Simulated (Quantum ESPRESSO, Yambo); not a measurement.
# How the form of the self-energy moves the gap of LiF (Griceite), part 2 of 2

Wanted: the gap of LiF (Griceite) under several approximations, with cost.

Quantum ESPRESSO 7.5 and Yambo 5.3.0; PBE and many-body steps on it, plane waves. Known limits of the many-body steps: not at the basis limit.

So far. Step 2 (Empty states on the mesh, 8×8×8 mesh, 197 bands): On this mesh the gap is 9.115 eV. Step 4 (G0W0, Godby-Needs plasmon pole): The gap on the mesh goes from 9.11 eV to 13.34 eV, a correction of +4.22 eV.

## Step 5: One-shot COHSEX

This step: one-shot COHSEX on PBE, plane waves, norm-conserving pseudopotentials.

gw4.in

```
HF_and_locXC
gw0
dyson
cohsex
em1s
rim_cut
RandQpts= 1000000
RandGvec= 1 RL
EXXRLvcs= 72 Ry
VXCRLvcs= 288 Ry
Chimod= "HARTREE"
% BndsRnXs
 1 | 83 |
%
NGsBlkXs= 17 Ry
% LongDrXs
 1 | 1 | 1 |
%
% GbndRnge
 1 | 83 |
%
DysSolver= "n"
ExtendOut
% QPkrange
 1 | 1 | 4 | 7 |
%
```

The run is started by

```
> OMP_NUM_THREADS=1 mpirun -n 4 yambo -F gw4.in -J gw4 -C gw4 > gw4.log
```

What it wrote:

```text
 Yambo, version 5.3.0

 [02] CORE Variables Setup
 =========================

  [... cell, symmetries and grids as in the set-up ...]

  [02.05] Energies & Occupations
  ==============================

  [X] === General ===
  [X] Electronic Temperature                        :  0.000000  0.000000 [eV K]
  [X] Bosonic    Temperature                        :  0.000000  0.000000 [eV K]
  [X] Finite Temperature mode                       : no
  [X] El. density                                   :  0.61206E+24 [cm-3]
  [X] Fermi Level                                   :  0.906508 [eV]

  [X] === Gaps and Widths ===
  [X] Conduction Band Min                           :  9.114627 [eV]
  [X] Valence Band Max                              :  0.000000 [eV]
  [X] Filled Bands                                  :   5
  [X] Empty Bands                                   :    6  197
  [X] Direct Gap                                    :  9.114627 [eV]
  [X] Direct Gap localized at k                     :  1
  [X] Indirect Gap                                  :  9.114627 [eV]
  [X] Indirect Gap between kpts                     :  1  1
  [X] Last valence band width                       :  0.989798 [eV]
  [X] 1st conduction band width                     :  5.964288 [eV]

 [03] Transferred momenta grid and indexing
 ==========================================

 IBZ Q-points                                      :  29
 BZ  Q-points                                      :   512

 K/Q-points units:
 rlu = crystal or reduced units; cc = cartesian coordinates; iku = interal k-units

 Q [ 1]         [rlu]:  0.000000  0.000000  0.000000
 Q [ 2]         [rlu]: -0.44736E-17 -0.44736E-17  0.12500
 Q [ 3]         [rlu]: -0.89471E-17 -0.89471E-17  0.25000
[...]
BZ Q point size factor                           : -1.000000
  X Optical Averaged directions                    : none

 [07] Local Exchange-Correlation + Non-Local Fock
 ================================================

 [VXC] Plane waves :   9185
 [EXS] Plane waves :  1211

 QP @ state[ 1 ] K range:  1  1
 QP @ state[ 1 ] b range:   4   7

 [xc] Functional : Perdew, Burke & Ernzerhof(X)+Perdew, Burke & Ernzerhof(C)
 [xc] LIBXC used to calculate xc functional
  PP Number of Atomic Species                      :  2
  NLCC RL compoments                               :   9185
  PP Number of Atomic Species                      :  2
  NLCC RL compoments                               :   9185

 [xc] E_xc :  -6.404302 [Ha]
      E_xc :  -12.80860 [Ry]

  Local XC kind (lXC) : Perdew, Burke & Ernzerhof(X)+Perdew, Burke & Ernzerhof(C)
  Non-Local XC kind (nlXC) : Hartree-Fock

  Corrections @ K [1] :  [eV]
 <4|nlXC|4> = -30.70135 -0.62235E-17 <4|lXC|4> = -23.05348  0.18882E-15
 <5|nlXC|5> = -30.70136  0.11140E-16 <5|lXC|5> = -23.05348 -0.94408E-16
 <6|nlXC|6> = -6.618816  0.12902E-18 <6|lXC|6> = -11.45041 -0.10446E-18
 <7|nlXC|7> = -3.080517  0.59367E-18 <7|lXC|7> = -10.01124 -0.18880E-15

 [08] Dyson equation: Newton solver
 ==================================

 [Newton] Sc step       :  0.100000 [eV]
 [Newton] Sc steps      :  1

  [08.01] G0W0 (COHSEX)
  =====================

  [  GW  ] Bands range     :   1   7

  QP @ state[ 1 ] K range:  1  1
  QP @ state[ 1 ] b range:   4   7

   Sc Empty Bands                                   : no
   Sc bands terminator                              : no
   Sx RL components                                 :  1211

   QP @ state[ 1 ] K range                          :  1  1
   QP @ state[ 1 ] b range                          :   4   7
   GF WF`s kind                                     : Perdew, Burke & Ernzerhof(X)+Perdew, Burke & Ernzerhof(C)
   Xs energies kind                                 : Perdew, Burke & Ernzerhof(X)+Perdew, Burke & Ernzerhof(C)
   Xs WF`s kind                                     : Perdew, Burke & Ernzerhof(X)+Perdew, Burke & Ernzerhof(C)

 [11] Game Over & Game summary
```

Wall time 4.4 min (4 MPI ranks of Arm Neoverse V1, shared host); peak memory 1.4 GiB; 18 min of CPU time.

Numbers from this step:

| Property | Result |
| --- | --- |
| quasiparticle gap on the points computed | 15.94 eV |
| starting gap on the mesh | 9.115 eV |
| k of the valence top | 0, 0, 0 |
| k of the conduction bottom | 0, 0, 0 |
| least direct quasiparticle gap on the computed points | 15.94 eV |
| Z at the valence top | 1 |
| Z at the conduction bottom | 1 |

Against G0W0 in Yambo (8×8×8 mesh, 83 bands, screening to 231.3 eV, Godby-Needs plasmon pole), the gap moves by +2.604 eV.

## Step 6: One-shot Hartree-Fock

This step: one-shot Hartree-Fock on PBE, plane waves, norm-conserving pseudopotentials.

gw5.in

```
HF_and_locXC
rim_cut
RandQpts= 1000000
RandGvec= 1 RL
EXXRLvcs= 72 Ry
VXCRLvcs= 288 Ry
% QPkrange
 1 | 1 | 4 | 7 |
%
```

The run is started by

```
> OMP_NUM_THREADS=1 mpirun -n 4 yambo -F gw5.in -J gw5 -C gw5 > gw5.log
```

What it wrote:

```text
 Yambo, version 5.3.0

 [02] CORE Variables Setup
 =========================

  [... cell, symmetries and grids as in the set-up ...]

  [02.05] Energies & Occupations
  ==============================

  [X] === General ===
  [X] Electronic Temperature                        :  0.000000  0.000000 [eV K]
  [X] Bosonic    Temperature                        :  0.000000  0.000000 [eV K]
  [X] Finite Temperature mode                       : no
  [X] El. density                                   :  0.61206E+24 [cm-3]
[...]
NLCC RL compoments                               :   9185
  PP Number of Atomic Species                      :  2
  NLCC RL compoments                               :   9185

 [xc] E_xc :  -6.404302 [Ha]
      E_xc :  -12.80860 [Ry]

  Local XC kind (lXC) : Perdew, Burke & Ernzerhof(X)+Perdew, Burke & Ernzerhof(C)
  Non-Local XC kind (nlXC) : Hartree-Fock

  Corrections @ K [1] :  [eV]
 <4|nlXC|4> = -30.70135 -0.62235E-17 <4|lXC|4> = -23.05348  0.18882E-15
 <5|nlXC|5> = -30.70136  0.11140E-16 <5|lXC|5> = -23.05348 -0.94408E-16
 <6|nlXC|6> = -6.618816  0.12902E-18 <6|lXC|6> = -11.45041 -0.10446E-18
 <7|nlXC|7> = -3.080517  0.59367E-18 <7|lXC|7> = -10.01124 -0.18880E-15

 [08] Game Over & Game summary
```

The job ended after 4.5 s (4 MPI ranks; peak memory 1.2 GiB).

This step gave:

```yaml
quasiparticle_gap_on_the_mesh: 21.59 eV
starting_gap_on_the_mesh: 9.115 eV
k_of_the_valence_top: 0, 0, 0
k_of_the_conduction_bottom: 0, 0, 0
least_direct_quasiparticle_gap_on_the_computed_points: 21.59 eV
```

Against G0W0 in Yambo (8×8×8 mesh, 83 bands, screening to 231.3 eV, Godby-Needs plasmon pole), the gap moves by +8.256 eV.

## Step 7: Side by side

Times are wall times on 4 MPI ranks of Arm Neoverse V1, shared host, good to a factor of about two.

| run | mesh | bands | screening cutoff (eV) | DFT gap (eV) | gap on the mesh (eV) | direct (eV) | time |
| --- | --- | --- | --- | --- | --- | --- | --- |
| G0W0, Godby-Needs plasmon pole | 8×8×8 | 83 | 231.3 | 9.115 | 13.338 | 13.338 | 5.2 min |
| one-shot COHSEX | 8×8×8 | 83 | 231.3 | 9.115 | 15.942 | 15.942 | 4.4 min |
| one-shot Hartree-Fock | 8×8×8 | - | - | 9.115 | 21.594 | 21.594 | 4.5 s |

## Step 8: What came out

| Property | Result |
| --- | --- |
| G0W0, Godby-Needs plasmon pole | 13.338 eV |
| one-shot COHSEX | 15.942 eV |
| one-shot Hartree-Fock | 21.594 eV |
| known limits | not at the basis limit |

What this shows: One-shot COHSEX: +2.604 eV against G0W0, Godby-Needs plasmon pole. One-shot Hartree-Fock: +8.256 eV against G0W0, Godby-Needs plasmon pole. Bare exchange alone opens the gap to 21.59 eV; against G0W0, correlation takes back 8.26 eV. Static COHSEX lies above G0W0: it lacks the factor Z and overstates the Coulomb hole of the filled states. Bands and cutoff are finite, so the gap is not at the basis limit. The miss can reach some tenths of an eV and take either sign; the mesh is an error of its own.

[Paths, hosts, dates, memory and timing lines, banners, echoed tables and standing remarks are left out of the program output.]

[Logs are printed without paths, hosts, clocks, repeated set-up lines and the standing remarks that a program may print on its own settings, such as how far it seeks lower states.]

[Runs of the session that timed out or met a known fault of the program may be left out.]

[Hosts, paths, dates, database ids (printed as entryN), source tags and the programs' standing remarks are cut or masked in the printed files.]
